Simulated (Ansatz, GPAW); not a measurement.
This is a calculation of TiTe for GPAW 26.7.0 (ASE script). The cell comes from a database or a generator and needn't be the stable form of this composition.

File run.py:

```python
from ase.dft.bandgap import bandgap
from ase.io import read, write
from ase.units import GPa
from gpaw import GPAW, PW

atoms = read('POSCAR')

calc = GPAW(mode=PW(600),
            xc='MGGA_X_R2SCAN+MGGA_C_R2SCAN',
            kpts={'size': (8, 8, 8), 'gamma': True},
            occupations={'name': 'fermi-dirac', 'width': 0.05},
            setups={'Ti': ':d,3.0'},
            nbands=19,
            convergence={'density': 1e-05, 'energy': 1e-05},
            maxiter=150,
            txt='gpaw.txt')
atoms.calc = calc
energy = atoms.get_potential_energy()
forces = atoms.get_forces()
stress = atoms.get_stress()
calc.write('gs.gpw')
write('result.traj', atoms)
print(f'Energy: {energy:.6f} eV')
print('Forces (eV/A):')
print(forces.round(4))
print('Stress (GPa):', (stress / GPa).round(3))
print('Fermi level:', round(calc.get_fermi_level(), 4), 'eV')
print(f'Gap: {bandgap(calc)[0]:.4f} eV, direct: {bandgap(calc, direct=True)[0]:.4f} eV')
```

File POSCAR:

```
TiTe
1.0
    0.0000000000      3.0500668100      3.0500668100
    3.0500668100      0.0000000000      3.0500668100
    3.0500668100      3.0500668100      0.0000000000
Ti Te
1 1
Direct
    0.5000000000      0.5000000000      0.5000000000
    0.0000000000      0.0000000000      0.0000000000
```

Potentials or basis: GPAW PAW data sets (gpaw-data 1.2.1), pw.

The run is started by

```bash
$ OMP_NUM_THREADS=1 python run.py
```

Task: Translate it to Ansatz 0.2.0. Potentials or basis there: Ansatz PAW, cutoff 500 eV.

Result: As run (cutoffs and basis follow the program's own potentials, and thresholds, step limits or extra output files can differ):

The input input.yaml:

```yaml
crystal:
  lattice:
    - [0.0, 3.05006681, 3.05006681]
    - [3.05006681, 0.0, 3.05006681]
    - [3.05006681, 3.05006681, 0.0]
  atoms:
    - { symbol: Ti, position: [0.5, 0.5, 0.5] }
    - { symbol: Te, position: [0.0, 0.0, 0.0] }
hamiltonian:
  xc: r2scan
  pseudopotentials: { kind: paw }
  hubbard: { sites: [{ species: Ti, l: d, u_eff: 3.0 }] }
kpoints:
  mp_grid: { grid: [8, 8, 8] }
scf:
  occupations: { method: fermi_dirac, width: 0.05 }
output:
  forces: true
  stress: true
  eigenvalues: true
```

Potentials or basis: Ansatz PAW.

Run with:

```console
$ ansatz run input.yaml --threads 2 --pin off --max-ram 5632MiB --backend cpu --events-out ev --progress --plain --runs-dir out
```

Both were run:

|  | GPAW | Ansatz |
| --- | --- | --- |
| Pressure | -10.5 GPa | -8.9 GPa |

Ansatz's pressure holds a Pulay term of +0.05 GPa for its cutoff of 500 eV, which the other run lacks.

The potentials hold 18 and 28 valence electrons a cell.

GPAW's potentials were made for PBE. Ansatz's potentials were made for PBE.

Where Ansatz's input types no cutoff or centring, it takes its own default and a Γ-centred mesh.

The cell lies far from this level's equilibrium.

How U acts hangs on each program's projectors.

Pressure is positive in compression.
